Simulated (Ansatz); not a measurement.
Wanted: the native input for an Ansatz 0.2.0 run.

| Item | Value |
| --- | --- |
| Task | band structure |
| Functional | PBEsol |
| Potentials or basis | Ansatz PAW |
| Cutoff | 420 eV (not typed: the program's choice for these potentials) |
| k mesh | 11 × 11 × 11 |
| Occupations | fermi-dirac, width 0.05 eV |
| Spin | non-collinear spin, ferromagnetic start, spin-orbit coupling |
| Starting moments | [[0.0, 0.0, 0.0], [1.414, 1.414, 0.0], [0.0, 0.0, 0.0], [0.0, 0.0, 0.0]] μB |
| Path | [["G", "L", "B1"], ["B", "Z", "G", "X"], ["Q", "F", "P1", "Z"], ["L", "P"]] |
| Points for each segment of the path | 14 |

Crystal: CoPtO2.

```xyz
4
Lattice="1.4123 0.8154 5.9394 -1.4123 0.8154 5.9394 0.0000 -1.6307 5.9394" Properties=species:S:1:pos:R:3 pbc="T T T"
Pt    0.0000    0.0000    0.0000
Co    0.0000    0.0000    8.9091
O     0.0000    0.0000    2.0000
O     0.0000    0.0000   15.8182
```

The cell is a database's computed one.

One way to write it, as run:

input.yaml

```yaml
crystal:
  lattice:
    - [1.4122699173, 0.8153744169, 5.9393891094]
    - [-1.4122699173, 0.8153744169, 5.9393891094]
    - [0.0, -1.6307488338, 5.9393891094]
  atoms:
    - { symbol: Pt, position: [0.0, 0.0, 0.0] }
    - { symbol: Co, position: [0.5, 0.5, 0.5], spin: 2.0, spin_axis: [1.414, 1.414, 0.0] }
    - { symbol: O, position: [0.11224403, 0.11224403, 0.11224403] }
    - { symbol: O, position: [0.88775597, 0.88775597, 0.88775597] }
hamiltonian:
  xc: pbesol
  pseudopotentials: { kind: paw_fr }
magnetization:
  noncollinear: true
  spin_orbit: true
kpoints:
  mp_grid: { grid: [11, 11, 11] }
  band_path:
    path:
      - [[0.0, 0.0, 0.0], [0.5, 0.0, 0.0], [0.5, 0.179230997, -0.179230997]]
      - [[0.820769003, 0.5, 0.179230997], [0.5, 0.5, 0.5], [0.0, 0.0, 0.0], [0.3396154985, 0.0, -0.3396154985]]
      - [[0.6603845015, 0.3396154985, 0.0], [0.5, 0.5, 0.0], [0.6603845015, 0.6603845015, 0.179230997], [0.5, 0.5, 0.5]]
      - [[0.5, 0.0, 0.0], [0.820769003, 0.3396154985, 0.3396154985]]
    npoints: 14
scf:
  occupations: { method: fermi_dirac, width: 0.05 }
  n_extra_bands: 10
output:
  forces: true
  stress: true
  eigenvalues: true
  fatbands: false
```

Potentials or basis: Ansatz PAW.

Launch:

```bash
$ ansatz run input.yaml --threads 2 --pin off --max-ram 5632MiB --backend cpu --events-out ev --progress --plain --runs-dir out
```

It gave:

```json
{
  "Pressure": "-4.4 GPa",
  "Largest force": "0.003 eV/Å",
  "Band gap on the k mesh": "none (metal or under the smearing width)",
  "Net moment": "0.00 μB per cell",
  "Absolute moment": "0.00 μB per cell"
}
```

Caveat: the pressure holds a Pulay correction of +0.7 GPa for the finite cutoff; semilocal functionals often make such compounds metallic where correlation or magnetic order opens a gap, which also shifts bond lengths; the PAW data sets come from PBE, with cores solved anew for the run's functional, which leaves a small shift of forces and pressure; the starting moments weren't kept; the thresholds are loose for stress.

It took 7.6 min on 2 threads of Arm Neoverse V2, on a shared host, peak memory 2.3 GiB.
